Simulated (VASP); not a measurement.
# Se (P3_121) in VASP: further runs

Aim: see how the results for Se move with the level of theory and the settings. Levels: PBE+D3(BJ), PBEsol. Tasks: relaxation of cell and atoms.

Program: VASP 6.6.1. These are calculated values, not measurements. Logs are shortened: lines on timing, memory, paths and dates and some standing lists are left out, and cuts for length are marked.

## 1. The structure

The structure is trigonal, space group P3_121 (No. 152). The conventional cell has a = 4.366 Å, b = 4.366 Å, c = 4.954 Å, α = 90.00°, β = 90.00°, γ = 120.00°. Se (site symmetry 2) has 2 Se at 2.37 Å as nearest neighbours.

## 2. Relaxation of cell and atoms, PBE+D3(BJ)

INCAR reads:

```
PREC = Accurate
ENCUT = 600
EDIFF = 1E-6
ISMEAR = 0
SIGMA = 0.03
LREAL = False
LASPH = True
NELM = 80
ALGO = Normal
ISIF = 3
LWAVE = False
LCHARG = False
GGA = PE
IVDW = 12
IBRION = 2
NSW = 90
EDIFFG = -0.01
```

KPOINTS reads:

```
regular mesh
0
Gamma
  9 9 6
```

POSCAR reads:

```
Se
1.0
    4.3662000000      0.0000000000      0.0000000000
   -2.1831000000      3.7812401180      0.0000000000
    0.0000000000      0.0000000000      4.9536000000
Se
3
Direct
    0.2254000000      0.0000000000      0.3333333333
    0.0000000000      0.2254000000      0.6666666667
    0.7746000000      0.7746000000      0.0000000000
```

Potentials or basis: VASP PAW PBE potentials, release 64 (Se).

On the command line:

```sh
> cat potpaw_PBE.64/Se/POTCAR > POTCAR
> mpirun -np 1 vasp_std > vasp.out
```

OUTCAR:

```text
PREC = Accurate
   ENCUT = 600
   EDIFF = 1E-6
   ISMEAR = 0
   LREAL = False
   LASPH = True
   NELM = 80
   ISIF = 3
   GGA = PE
   IVDW = 12
   IBRION = 2
   NSW = 90
   EDIFFG = -0.01
 IVDW          = 12

 ion  position               nearest neighbor table
   1  0.225  0.000  0.333-   3 2.37   2 2.37
   2  0.000  0.225  0.667-   3 2.37   1 2.37
   3  0.775  0.775  0.000-   2 2.37   1 2.37

  LATTYP: Found a hexagonal cell.
 ALAT       =     4.3662000000
 C/A-ratio  =     1.1345334616

  Lattice vectors:

 A1 = (   4.3662000000,   0.0000000000,   0.0000000000)
 A2 = (  -2.1831000000,   3.7812401180,   0.0000000000)
 A3 = (   0.0000000000,   0.0000000000,   4.9536000000)

Analysis of symmetry for initial positions (statically):
=====================================================================
 Subroutine PRICEL returns:
 Original cell was already a primitive cell.

 Routine SETGRP: Setting up the symmetry group for a
 hexagonal supercell.

 Subroutine GETGRP returns: Found  6 space group operations
 (whereof  2 operations were pure point group operations)
 out of a pool of 24 trial point group operations.

The static configuration has the point symmetry C_2 .
 The point group associated with its full space group is D_3 .

Analysis of symmetry for dynamics (positions and initial velocities):
=====================================================================
 Subroutine PRICEL returns:
 Original cell was already a primitive cell.

 Routine SETGRP: Setting up the symmetry group for a
 hexagonal supercell.

 Subroutine GETGRP returns: Found  6 space group operations
 (whereof  2 operations were pure point group operations)
 out of a pool of 24 trial point group operations.

The dynamic configuration has the point symmetry C_2 .
 The point group associated with its full space group is D_3 .

 Subroutine INISYM returns: Found  6 space group operations
 (whereof  2 operations are pure point group operations),
 and found     1 'primitive' translations

----------------------------------------------------------------------------------------

                                     Primitive cell

  volume of cell :      81.7822

  direct lattice vectors                    reciprocal lattice vectors
     4.366200000  0.000000000  0.000000000     0.229032110  0.132231751  0.000000000
    -2.183100000  3.781240118  0.000000000     0.000000000  0.264463501  0.000000000
     0.000000000  0.000000000  4.953600000     0.000000000  0.000000000  0.201873385

  length of vectors
     4.366200000  4.366200000  4.953600000     0.264463501  0.264463501  0.201873385

  position of ions in fractional coordinates (direct lattice)
     0.225400000  0.000000000  0.333333333
     0.000000000  0.225400000  0.666666667
     0.774600000  0.774600000  0.000000000

  ion indices of the primitive-cell ions
   primitive index   ion index
                 1           1
                 2           2
                 3           3

----------------------------------------------------------------------------------------

 KPOINTS: regular mesh

Automatic generation of k-mesh.
 Grid dimensions read from file:
 generate k-points for:    9    9    6

 Generating k-lattice:

  Cartesian coordinates                     Fractional coordinates (reciprocal lattice)
     0.025448012  0.014692417  0.000000000     0.111111111  0.000000000  0.000000000
     0.000000000  0.029384833  0.000000000     0.000000000  0.111111111  0.000000000
     0.000000000  0.000000000  0.033645564     0.000000000  0.000000000  0.166666667

  Length of vectors
     0.029384833  0.029384833  0.033645564

  Shift w.r.t. Gamma in fractional coordinates (k-lattice)
     0.000000000  0.000000000  0.000000000

 Subroutine IBZKPT returns following result:
 ===========================================

 Found     62 irreducible k-points:

 Following reciprocal coordinates:
            Coordinates               Weight
  0.000000  0.000000  0.000000      1.000000
  0.111111  0.000000  0.000000      6.000000
  0.222222  0.000000  0.000000      6.000000
  0.333333  0.000000  0.000000      6.000000
  0.444444  0.000000  0.000000      6.000000
  0.111111  0.111111  0.000000      6.000000
[... 16 lines left out ...]
  0.222222  0.111111  0.166667     12.000000
 -0.111111  0.333333  0.166667     12.000000
 [... further k-points ...]
   k-points           NKPTS =     62   k-points in BZ     NKDIM =     62   number of bands    NBANDS=     13
   number of dos      NEDOS =    301   number of ions     NIONS =      3
   total plane-waves  NPLWV =  51840
   dimension x,y,z NGX =    36 NGY =   36 NGZ =   40
   dimension x,y,z NGXF=    72 NGYF=   72 NGZF=   80
   ions per type =               3
   NGX,Y,Z   is equivalent  to a cutoff of  13.71, 13.71, 13.42 a.u.
   NGXF,Y,Z  is equivalent  to a cutoff of  27.41, 27.41, 26.85 a.u.
 SYSTEM =  unknown system
   PREC   = accura    normal or accurate (medium, high low for compatibility)
   ISTART =      0    job   : 0-new  1-cont  2-samecut
   ICHARG =      2    charge: 1-file 2-atom 10-const
   ISPIN  =      1    spin polarized calculation?
   LNONCOLLINEAR =      F non collinear calculations
   LSORBIT =      F    spin-orbit coupling
   LASPH  =      T    aspherical Exc in radial PAW
   ENCUT  =  600.0 eV  44.10 Ry    6.64 a.u.   8.72  8.72  9.89*2*pi/ulx,y,z
   NELM   =     80;   NELMIN=  2; NELMDL= -5     # of ELM steps
   EDIFF  = 0.1E-05   stopping-criterion for ELM
   LREAL  =      F    real-space projection
   EDIFFG = -.1E-01   stopping-criterion for IOM
   NSW    =     90    number of steps for IOM
   IBRION =      2    ionic relax: 0-MD 1-quasi-New 2-CG
   NFREE  =      1    steps in history (QN), initial steepest desc. (CG)
   ISIF   =      3    stress and relaxation
   ISYM   =      2    0-nonsym 1-usesym 2-fastsym
   POTIM  = 0.5000    time-step for ionic-motion
   TEBEG  =    0.0;   TEEND  =   0.0 temperature during run
   PSTRESS=    0.0 pullay stress
   NELECT =      18.0000    total number of electrons
   NUPDOWN=      -1.0000    fix difference up-down
   EMIN   =  10.00;   EMAX   =-10.00  energy-range for DOS
   EFERMI =   0.00;   METHOD = LEGACY
   ISMEAR =     0;   SIGMA  =   0.03  broadening in eV -4-tet -1-fermi 0-gaus
   EFERMI_NEDOS =   21; number of points for ismear=-14 and -15
   IALGO  =     38    algorithm
   IMIX   =      4    mixing-type and parameters
     AMIX     =   0.40;   BMIX     =  1.00
     AMIX_MAG =   1.60;   BMIX_MAG =  1.00
  volume/ion in A,a.u.               =      27.26       183.96
  Fermi-wavevector in a.u.,A,eV,Ry     =   0.988430  1.867862 13.292817  0.976995
  Thomas-Fermi vector in A             =   2.119956
   LORBIT       =      0    0 simple, 1 ext, 2 COOP (PROOUT), +10 PAW based schemes
   GGA     = PE    functional components
   LHFCALC =     F    Hartree Fock is set to
   AEXX    =    0.0000 exact exchange contribution
   IVDW    =    12    specifies the selected vdW correction
   LEPSILON=     F    determine dielectric tensor
   LRPA    =     F    only Hartree local field effects (RPA)
 conjugate gradient relaxation of ions
 non-spin polarized calculation
 Gauss-broadening in eV      SIGMA  =   0.03
  energy-cutoff  :      600.00
  volume of cell :       81.78
 maximum number of plane-waves:      2756
 NGX is ok and might be reduce to    36
   NGX = 17   NGY = 17   NGZ = 19

--------------------------------------- Ionic step        1  -------------------------------------------

 number of electron      18.0000000 magnetization

 Free energy of the ion-electron system (eV)
  ---------------------------------------------------
  ext. energy  EPLUGINS =         0.00000000
  ---------------------------------------------------
  free energy    TOTEN  =       -10.47005347 eV

  energy without entropy =      -10.47005347  energy(sigma->0) =      -10.47005347

------------------------ aborting loop because EDIFF is reached ----------------------------------------

 Edisp (eV)   -0.94632

 E8    (eV) :    -0.3892

  FORCE on cell =-STRESS in cart. coord.  units (eV):
  Direction    XX          YY          ZZ          XY          YZ          ZX
  --------------------------------------------------------------------------------------
  -------------------------------------------------------------------------------------
  Total       0.10815     0.10815     1.09500     0.00000    -0.00000     0.00000
  in kB       2.11874     2.11874    21.45198     0.00000    -0.00000     0.00000
  external pressure =        8.56 kB  Pullay stress =        0.00 kB
[... 100 lines left out ...]
  FREE ENERGIE OF THE ION-ELECTRON SYSTEM (eV)
  ---------------------------------------------------
  free  energy   TOTEN  =       -11.4317445794 eV

  energy  without entropy=      -11.4317445794  energy(sigma->0) =      -11.43174458

[... ionic steps 4 to 12 ...]

--------------------------------------- Ionic step       13  -------------------------------------------

 number of electron      17.9999999 magnetization

------------------------ aborting loop because EDIFF is reached ----------------------------------------

 Edisp (eV)   -1.06876

 E8    (eV) :    -0.4416
[... 71 lines left out ...]
  energy  without entropy=      -11.4925130032  energy(sigma->0) =      -11.49251300

--------------------------------------- Ionic step       15  -------------------------------------------

 number of electron      17.9999999 magnetization

 Free energy of the ion-electron system (eV)
  ---------------------------------------------------
  ext. energy  EPLUGINS =         0.00000000
  ---------------------------------------------------
  free energy    TOTEN  =       -10.42333578 eV

  energy without entropy =      -10.42333578  energy(sigma->0) =      -10.42333578

 E-fermi :   3.8061     XC(G=0):  -9.4363

 val. band max:        3.6791251409   @ k =   0.3333   0.3333   0.5000
 cond. band min:       4.1932907668   @ k =   0.3333   0.3333   0.5000
 fundamental gap:      0.5141656259
 Fermi energy:         3.8061123357

 k-point     1 :       0.0000    0.0000    0.0000
  band No.  band energies     occupation
      1     -12.2623      2.00000
      2      -8.2282      2.00000
      3      -8.2282      2.00000
      4       0.0582      2.00000
      5       0.2554      2.00000
      6       0.2554      2.00000
      7       1.8254      2.00000
      8       1.8254      2.00000
      9       3.1565      2.00000
     10       5.1483      0.00000
     11       5.1483      0.00000
     12       5.7462      0.00000
     13      10.0985      0.00000
[... 353 lines left out ...]
 k-point    24 :      -0.1111    0.3333    0.1667
  band No.  band energies     occupation
      1     -11.6342      2.00000
      2      -9.2357      2.00000
      3      -7.5136      2.00000
      4      -1.6345      2.00000
      5      -1.1270      2.00000
      6       0.0631      2.00000
      7       1.5415      2.00000
      8       2.3176      2.00000
      9       3.0383      2.00000
     10       5.0291      0.00000
     11       5.7411      0.00000
     12       6.0909      0.00000
     13       9.0005      0.00000

 [... further k-points ...]

------------------------ aborting loop because EDIFF is reached ----------------------------------------

 Edisp (eV)   -1.06919

 E8    (eV) :    -0.4418

  FORCE on cell =-STRESS in cart. coord.  units (eV):
  Direction    XX          YY          ZZ          XY          YZ          ZX
  --------------------------------------------------------------------------------------
  -------------------------------------------------------------------------------------
  Total       0.00485     0.00485    -0.00123    -0.00000     0.00000    -0.00000
  in kB       0.10583     0.10583    -0.02692    -0.00000     0.00000    -0.00000
  external pressure =        0.06 kB  Pullay stress =        0.00 kB
[... 18 lines left out ...]
  FREE ENERGIE OF THE ION-ELECTRON SYSTEM (eV)
  ---------------------------------------------------
  free  energy   TOTEN  =       -11.4925259045 eV

  energy  without entropy=      -11.4925259045  energy(sigma->0) =      -11.49252590

 reached required accuracy - stopping structural energy minimisation
```

Run time: 4 min. Hardware: 1 thread of Intel Xeon 6975P-C (Granite Rapids), shared host; peak memory 0.28 GiB.

What came out:

| Quantity | Value |
| --- | --- |
| Free energy | -11.4925 eV |
| Relaxed volume | 24.48 Å³/atom |
| Relaxed cell | a = 4.065 Å, b = 4.065 Å, c = 5.134 Å, α = 90.00°, β = 90.00°, γ = 120.00° |
| Space group after relaxing (to 0.05 Å) | P3_121 (No. 152) |
| Energy gained by relaxing | 25.4 meV/atom |
| Ionic steps | 15 |
| Pressure after relaxing | 0.0 GPa |
| Band gap on the k mesh | 0.51 eV, direct |
| Dispersion energy per atom | -0.356 eV |

Forces in eV/Å, atoms in the order of the input:
```
Se   0.003  0.000  0.000
Se  -0.001  0.002  0.000
Se  -0.001 -0.002  0.000
```

Step by step:
| step | energy change (eV) | largest force (eV/Å) | pressure (GPa) | volume (Å³) |
| --- | --- | --- | --- | --- |
| 1 | 0.0000 | 0.4482 | 0.86 | 81.78 |
| 2 | -0.0111 | 0.0980 | -1.80 | 83.51 |
| 3 | -0.0154 | 0.0793 | -0.92 | 82.90 |
| 4 | -0.0280 | 0.0821 | -0.82 | 81.61 |
| 5 | -0.0585 | 0.1045 | -0.28 | 77.77 |
| 6 | -0.0600 | 0.1864 | 2.15 | 70.28 |
| 7 | -0.0717 | 0.1570 | 0.73 | 74.05 |
| 8 | -0.0747 | 0.0748 | -0.61 | 73.96 |
| 9 | -0.0759 | 0.0015 | -0.16 | 74.00 |
| 10 | -0.0759 | 0.0011 | -0.18 | 74.00 |
| 11 | -0.0761 | 0.0056 | -0.10 | 73.67 |
| 12 | -0.0761 | 0.0093 | -0.03 | 73.35 |
| 13 | -0.0761 | 0.0071 | -0.06 | 73.48 |
| 14 | -0.0761 | 0.0100 | 0.06 | 73.43 |
| 15 | -0.0762 | 0.0026 | 0.01 | 73.45 |

Final structure:
```cif
data_structure
_symmetry_space_group_name_H-M 'P 1'
_symmetry_Int_Tables_number 1
_cell_length_a 4.0647
_cell_length_b 4.0647
_cell_length_c 5.1337
_cell_angle_alpha 90.000
_cell_angle_beta 90.000
_cell_angle_gamma 120.000
_cell_volume 73.45
loop_
_atom_site_label
_atom_site_type_symbol
_atom_site_fract_x
_atom_site_fract_y
_atom_site_fract_z
_atom_site_occupancy
Se1 Se 0.24775 0.00000 0.33333 1
Se2 Se 0.00000 0.24775 0.66667 1
Se3 Se 0.75225 0.75225 0.00000 1
```

Caveat: an odd mesh through Γ misses points on the zone boundary, where band edges often lie; the volume moved by -10 % from the deposited cell, more than functionals usually miss.

## 3. Relaxation of cell and atoms, PBE+D3(BJ)

This run uses another cell than the first one, of 24.48 Å³/atom, 0.898 times its volume.

Edit INCAR of step 2 so:

```diff
@@ -2,3 +2,3 @@
 ENCUT = 600
-EDIFF = 1E-6
+EDIFF = 1E-7
 ISMEAR = 0
@@ -16,2 +16,2 @@
 NSW = 90
-EDIFFG = -0.01
+EDIFFG = -0.005
```

KPOINTS is that of step 2.

POSCAR reads:

```
Se                                      
1.0
    4.0646724215      0.0000000000     -0.0000000000
   -2.0323362107      3.5201095751      0.0000000000
    0.0000000000     -0.0000000000      5.1336898542
  Se            
     3
Direct
     0.2477491664428600    0.0000000000000000    0.3333333332999970
     0.0000000000000001    0.2477491664428599    0.6666666667000030
     0.7522508335571398    0.7522508335571398    0.0000000000000000
```

Potentials or basis: VASP PAW PBE potentials, release 64 (Se).

On the command line:

```sh
> cat potpaw_PBE.64/Se/POTCAR > POTCAR
> mpirun -np 1 vasp_std > vasp.out
```

Wall time 26 s (1 thread of Intel Xeon 6975P-C (Granite Rapids), shared host); peak memory 0.23 GiB.

The run converged. Its results:

```yaml
Free_energy: -11.4921 eV
Pressure_after_relaxing: 0.0 GPa
Band_gap_on_the_k_mesh: 0.51 eV, direct
Dispersion_energy_per_atom: -0.356 eV
```

Forces in eV/Å, atoms in the order of the input:
```
Se   0.003  0.000  0.000
Se  -0.001  0.002  0.000
Se  -0.001 -0.002  0.000
```

Final structure:
```yaml
crystal:
  lattice:
    - [4.06467, 0.00000, 0.00000]
    - [-2.03234, 3.52011, 0.00000]
    - [0.00000, 0.00000, 5.13369]
  atoms:
    - { symbol: Se, position: [0.24775, 0.00000, 0.33333] }
    - { symbol: Se, position: [0.00000, 0.24775, 0.66667] }
    - { symbol: Se, position: [0.75225, 0.75225, 0.00000] }
```

Levels at points of the mesh, in eV from the valence-band top:
| k point | band 7 | band 8 | band 9 | band 10 | band 11 | band 12 |
| --- | --- | --- | --- | --- | --- | --- |
| (0.00, 0.00, 0.00) | -1.85 | -1.85 | -0.52 | 1.47 | 1.47 | 2.07 |
| (0.00, 0.00, 0.50) | -1.37 | -1.33 | -1.33 | 0.94 | 0.97 | 0.97 |

Caveat: the relaxation stopped at its first step, so nothing moved; an odd mesh through Γ misses points on the zone boundary, where band edges often lie.

## 4. Relaxation of cell and atoms, PBEsol

INCAR reads:

```
  PREC = Accurate
  ENCUT = 600
  EDIFF = 1E-6
  ISMEAR = 0
  SIGMA = 0.03
  LREAL = F
  LASPH = T
  NELM = 80
  ALGO = Normal
  ISIF = 3
  LWAVE = F
  LCHARG = F
  GGA = PS
  IBRION = 2
  NSW = 90
  EDIFFG = -0.01
```

KPOINTS is that of step 3.

POSCAR reads:

```
Se
1.0
    4.3662000000      0.0000000000      0.0000000000
   -2.1831000000      3.7812401180      0.0000000000
    0.0000000000      0.0000000000      4.9536000000
Se
3
Direct
    0.2254000000      0.0000000000      0.3333333333
    0.0000000000      0.2254000000      0.6666666667
    0.7746000000      0.7746000000      0.0000000000
```

On the command line:

```sh
> cat potpaw_PBE.64/Se/POTCAR > POTCAR
> mpirun -np 1 vasp_std > vasp.out
```

Run time: 5.4 min. Hardware: 1 thread of AMD EPYC 7R13 (Zen 3), shared host; peak memory 0.24 GiB.

Results (log left out):

```
Free energy                            : -11.5612 eV
Relaxed volume                         : 24.08 Å³/atom
Relaxed cell                           : a = 4.032 Å, b = 4.032 Å, c = 5.131 Å, α = 90.00°, β = 90.00°, γ = 120.00°
Space group after relaxing (to 0.05 Å) : P3_121 (No. 152)
Energy gained by relaxing              : 25.0 meV/atom
Ionic steps                            : 13
Pressure after relaxing                : 0.0 GPa
Largest force after relaxing           : 0.005 eV/Å
Band gap on the k mesh                 : 0.41 eV, direct
```

Forces in eV/Å, atoms in the order of the input:
```
Se   0.005  0.000  0.000
Se  -0.002  0.004  0.000
Se  -0.002 -0.004  0.000
```

Step by step:
| step | energy change (eV) | largest force (eV/Å) | pressure (GPa) | volume (Å³) |
| --- | --- | --- | --- | --- |
| 1 | 0.0000 | 0.3330 | 0.36 | 81.78 |
| 2 | -0.0099 | 0.0106 | -1.33 | 82.50 |
| 3 | -0.0102 | 0.0370 | -1.09 | 82.39 |
| 4 | -0.0238 | 0.0441 | -0.99 | 80.96 |
| 5 | -0.0574 | 0.0831 | -0.38 | 76.71 |
| 6 | -0.0509 | 0.1960 | 2.69 | 68.45 |
| 7 | -0.0702 | 0.1520 | 0.66 | 73.26 |
| 8 | -0.0706 | 0.1626 | 0.97 | 72.30 |
| 9 | -0.0746 | 0.0098 | 0.04 | 71.84 |
| 10 | -0.0748 | 0.0169 | 0.19 | 71.92 |
| 11 | -0.0748 | 0.0141 | 0.16 | 71.91 |
| 12 | -0.0749 | 0.0082 | 0.07 | 72.13 |
| 13 | -0.0750 | 0.0048 | 0.03 | 72.25 |

Final structure:
```
Se
1.0
     4.03205    0.00000    0.00000
    -2.01603    3.49186    0.00000
     0.00000    0.00000    5.13149
Se
3
Direct
  0.24947 0.00000 0.33333
  0.00000 0.24947 0.66667
  0.75053 0.75053 0.00000
```

Levels at points of the mesh, in eV from the valence-band top:
```csv
k point,band 5,band 6,band 7,band 8,band 9,band 10,band 11,band 12,band 13
"(0.00, 0.00, 0.00)",-3.45,-3.45,-1.91,-1.91,-0.57,1.41,1.41,2.03,6.25
"(0.00, 0.00, 0.50)",-3.12,-3.12,-1.42,-1.35,-1.35,0.87,0.87,0.87,5.48
```

Caveat: the PAW data sets were made with another functional, which shifts forces and pressure a little; an odd mesh through Γ misses points on the zone boundary, where band edges often lie; the volume moved by -12 % from the deposited cell, more than functionals usually miss. PBEsol gaps usually lie below the measured ones, often by a third to a half.
